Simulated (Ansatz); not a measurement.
**CuO (Tenorite): equation of state with revPBE+D3(BJ)**

CuO (Tenorite):

```xyz
4
Lattice="2.3418 -1.7113 0.0000 2.3418 1.7113 0.0000 -0.8500 0.0000 5.0579" Properties=species:S:1:pos:R:3 pbc="T T T"
Cu    0.7459   -0.8557    2.5289
Cu    1.1709    0.8557    0.0000
O     1.7043    0.2793    3.7934
O     2.1293   -0.2793    1.2645
```

```yaml
Program: Ansatz 0.2.0
Task: equation of state
Functional: revPBE
Dispersion: D3(BJ)
Potentials_or_basis: Ansatz PAW
Cutoff: 420 eV
Density_cutoff: 1680 eV
k_mesh: 10 × 10 × 5
Occupations: fermi-dirac, width 0.05 eV
Spin: no spin polarisation
```

```yaml
Equilibrium_volume: 10.19 Å³/atom
Bulk_modulus_at_fixed_shape_and_positions: 170 GPa
Pressure_derivative_of_the_bulk_modulus: 4.7
```

Energy against volume, from the lowest point:
```tsv
volume (Å³/atom)	energy (meV/atom)
9.527	25.68
9.730	11.77
9.932	3.42
10.135	0.00
10.338	0.99
10.540	5.92
10.743	14.35
```

All runs of the series together: 100 s on 2 threads of Intel(R) Xeon(R) Processor @ 2.50GHz (Skylake/Cascade Lake) (shared host).

Caveat: the potentials were made for another functional, which shifts forces and pressure; the cell was scaled at fixed shape and fractional positions, which overstates the stiffness of a crystal with free parameters, most of all of layers and chains; the run has no spin polarisation, though such a crystal can be magnetic.
